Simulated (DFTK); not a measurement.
The system is Au.

```
Au
1.0
     0.00000    2.03500    2.03500
     2.03500    0.00000    2.03500
     2.03500    2.03500    0.00000
Au
1
Cartesian
  0.0000 0.0000 0.0000
```

Base run:

```yaml
Program: DFTK 0.8.2
Functional: r2SCAN
Potentials_or_basis: in-house norm-conserving set (r2SCAN, scalar relativistic)
Cutoff: 1034 eV
k_mesh: 10 × 10 × 10
Occupations: fermi-dirac, width 0.05 eV
Spin: no spin polarisation
```

Its results: band gap on the k mesh none (metal or under the smearing width); pressure 7.6 GPa.

Task: The run is repeated on the same cell with these changes: functional from r2SCAN to TASK. What comes out?

Result: Band gap on the k mesh none (metal or under the smearing width); pressure 11.4 GPa.

Caveats: the potentials were made for another functional, which shifts forces and pressure (some runs).

Not every run made on this cell is shown here.
